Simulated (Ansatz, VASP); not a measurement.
**HfO2 in VASP and in Ansatz**

POSCAR

```
HfO2
1.0
    0.0000000000      2.5291823194      2.5291823194
    2.5291823194      0.0000000000      2.5291823194
    2.5291823194      2.5291823194      0.0000000000
Hf O
1 2
Direct
    0.0000000000      0.0000000000      0.0000000000
    0.2500000000      0.2500000000      0.2500000000
    0.7500000000      0.7500000000      0.7500000000
```

The input INCAR.step1:

```
SYSTEM = HfO2
  PREC = Accurate
  ENCUT = 520
  ISMEAR = 0
  SIGMA = 0.01
  LREAL = .False.
  LASPH = .True.
  NELM = 60
  NBANDS = 18
  GGA = PE
  ALGO = Normal
  EDIFF = 1E-4
  LWAVE = .True.
  LCHARG = .False.
```

The input INCAR.step2:

```
SYSTEM = HfO2
  PREC = Accurate
  ENCUT = 520
  EDIFF = 1E-6
  ISMEAR = 0
  SIGMA = 0.01
  LREAL = .False.
  LASPH = .True.
  NELM = 60
  ALGO = Normal
  ISIF = 2
  LWAVE = .False.
  LCHARG = .False.
  METAGGA = R2SCAN
  LMIXTAU = .True.
  NBANDS = 18
  ISTART = 1
```

KPOINTS

```
Automatic mesh
0
Gamma
  6 6 6
  0 0 0
```

Input for Ansatz:

```yaml
crystal:
  lattice:
    - [0.0, 2.5291823194, 2.5291823194]
    - [2.5291823194, 0.0, 2.5291823194]
    - [2.5291823194, 2.5291823194, 0.0]
  atoms:
    - { symbol: Hf, position: [0.0, 0.0, 0.0] }
    - { symbol: O, position: [0.25, 0.25, 0.25] }
    - { symbol: O, position: [0.75, 0.75, 0.75] }
kpoints:
  mp_grid: { grid: [6, 6, 6] }
hamiltonian:
  xc: r2scan
scf:
  occupations: { method: fixed }
output:
  optics:
    e_range: [0.5, 6]
    de: 0.05
    sigma: 0.25
    scissors: 0.3
    scheme: fermi_dirac
    bands: scf
    kdotp_interpolation: "off"
```

Alike in both runs: task single point; functional r2SCAN; k mesh 6 × 6 × 6; no spin polarisation.

|  | VASP | Ansatz |
| --- | --- | --- |
| version | VASP 6.6.1 | Ansatz 0.2.0 |
| potentials or method | VASP PAW PBE potentials, release 64 (Hf_pv, O) | plane waves, PAW |
| plane-wave cutoff (eV) | 520 | 500 |
| occupations | gaussian, width 0.01 eV | fixed |
| valence electrons in the cell | 22 | 38 |

```csv
,VASP,Ansatz,Ansatz less VASP
gap on the k mesh at the Fermi level (eV),4.31,4.30,-0.012
```

The two sets of potentials don't hold the same shells in valence.

Caveats: spin-orbit coupling is left out, which moves the levels of the heavy elements. r2SCAN opens gaps a little over a GGA but as a rule still falls short of measured ones. A k mesh can miss the band edges.
